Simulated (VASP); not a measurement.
# A VASP 6.6.1 single-point calculation on MgS

INCAR

```
IBRION = -1
LASPH = .TRUE.
PREC = Accurate
LWAVE = .FALSE.
LREAL = .FALSE.
ISMEAR = -1
NELM = 120
NSW = 0
SIGMA = 0.02
GGA = PE
NBANDS = 11
ISIF = 2
EDIFF = 1E-7
ENCUT = 520
NELECT = 7.5
LCHARG = .FALSE.
```

KPOINTS

```
KPOINTS created by Atomic Simulation Environment
0
Gamma
8 8 8
0 0 0
```

POSCAR

```
Mg S
 1.0000000000000000
     0.0000000000000000    2.8308768411999998    2.7459505360000001
     2.8308768411999998    0.0000000000000000    2.7459505360000001
     2.8308768411999998    2.8308768411999998    0.0000000000000000
 Mg  S
   1   1
Cartesian
  0.0000000000000000  0.0000000000000000  0.0000000000000000
  1.4154384205999999  1.4154384205999999  1.3729752680000000
```

The recommended PBE PAW datasets give the neutral cell 8 valence electrons.

Command

```
mpirun -np 1 vasp_std
```

Problem. How does this run end, and what does it give?

Solution. It converged. Results: pressure -8.6 GPa.

OSZICAR

```
N       E                     dE             d eps       ncg     rms          rms(c)
DAV:   1     0.211026090101E+02    0.21103E+02   -0.28159E+03  1322   0.477E+02
DAV:   2    -0.721259480440E+01   -0.28315E+02   -0.27642E+02  1578   0.927E+01
DAV:   3    -0.888801258663E+01   -0.16754E+01   -0.16643E+01  1581   0.241E+01
DAV:   4    -0.890227358542E+01   -0.14261E-01   -0.14259E-01  1590   0.268E+00
DAV:   5    -0.890244096167E+01   -0.16738E-03   -0.16737E-03  1641   0.287E-01    0.337E+00
DAV:   6    -0.893860665597E+01   -0.36166E-01   -0.15740E-01  1433   0.172E+00    0.243E+00
DAV:   7    -0.892094302252E+01    0.17664E-01   -0.31748E-01  1442   0.218E+00    0.110E+00
DAV:   8    -0.892911233784E+01   -0.81693E-02   -0.14598E-01  1424   0.139E+00    0.441E-01
DAV:   9    -0.891851286879E+01    0.10599E-01   -0.42675E-02  1379   0.822E-01    0.179E-01
DAV:  10    -0.891861860915E+01   -0.10574E-03   -0.11310E-03  1589   0.197E-01    0.120E-01
DAV:  11    -0.891871405462E+01   -0.95445E-04   -0.83932E-05  1518   0.383E-02    0.189E-01
DAV:  12    -0.891897913173E+01   -0.26508E-03   -0.34755E-04  1526   0.750E-02    0.360E-01
DAV:  13    -0.891990443687E+01   -0.92531E-03   -0.28845E-03  1412   0.237E-01    0.976E-01
DAV:  14    -0.891907777841E+01    0.82666E-03   -0.13760E-03  1385   0.150E-01    0.571E-01
DAV:  15    -0.891884556255E+01    0.23222E-03   -0.45401E-04  1546   0.947E-02    0.327E-01
DAV:  16    -0.891874141319E+01    0.10415E-03   -0.25835E-04  1593   0.654E-02    0.152E-01
DAV:  17    -0.891872203936E+01    0.19374E-04   -0.67644E-05  1591   0.348E-02    0.563E-02
DAV:  18    -0.891871992735E+01    0.21120E-05   -0.25361E-05  1605   0.208E-02    0.395E-03
DAV:  19    -0.891872036038E+01   -0.43303E-06   -0.98830E-07  1613   0.508E-03    0.105E-02
DAV:  20    -0.891872028966E+01    0.70720E-07   -0.20968E-08   844   0.833E-04
   1 F= -.89187203E+01 E0= -.89164465E+01  d E =-.454761E-02
```

Standard output (part)

```
POSCAR found type information on POSCAR MgS
 POSCAR found :  2 types and       2 ions
 LDA part: xc-table for (Slater+PW92), standard interpolation
 POSCAR, INCAR and KPOINTS ok, starting setup
 WAVECAR not read
 entering main loop
 the old and the new charge density differ
    0.337E+00
```

The cell is charged and sits in a uniform background.

For comparison, a separate PBE run of the intended cell, on usual settings and not on those above, gives a gap of 3.56 eV on its mesh and a pressure of 2.8 GPa.
